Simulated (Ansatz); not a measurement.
TiB3: before and after

Method: DFT PBE, scalar-relativistic, plane waves, PAW in Ansatz. All cells share a 420 eV cutoff and Γ-centred k meshes spaced at most 0.3 Å⁻¹ (0.19 for metals, 2π included).

The start was the ReO3 type (Pm-3m, No. 221), relaxed within its symmetry. A cell of 8 atoms (2 times the primitive one) was then disturbed at random, relaxed without symmetry and relaxed once more on a fine mesh. The k mesh leaves about 4 meV/atom of noise in metals.

Before:

Space group Pm-3m (No. 221). a = 4.309 Å, b = 4.309 Å, c = 4.309 Å, α = 90.00°, β = 90.00°, γ = 90.00°
```csv
atom,site,symmetry,x,y,z
Ti,1a,m-3m,0.0000,0.0000,0.0000
B,3d,4/mm.m,0.5000,0.0000,0.0000
```

After:

```
Ti B
1.0
    -1.53300    1.53300    3.59566
     1.53300   -1.53300    3.59566
     1.53300    1.53300   -3.59566
Ti B
1 3
Cartesian
  1.5330 0.0000 1.7978
  0.0000 0.0000 0.0000
  0.0000 1.5330 2.6915
  0.0000 1.5330 0.9042
```

Problem. Is this a distortion of the same structure or a reconstruction, and what lowers the energy?

Solution. A reconstruction, from Pm-3m (No. 221) to I-4m2 (No. 119). Ti–Ti bonds form, at 3.07 Å where the closest pair was 4.31 Å apart; each B has on average 4.7 Ti contacts in place of 2, longer on average (2.15 → 2.40 Å); B–B bonds form, at 1.78 Å.

Problem. What does it gain?

Solution. 2832 meV/atom, with the volume going from 20.01 to 8.45 Å³/atom. Against the elements the energy goes from 2.39 to -0.44 eV/atom.

Cost: 4 runs of about 20 core-minutes in all, on Arm Neoverse V1 (shared hosts).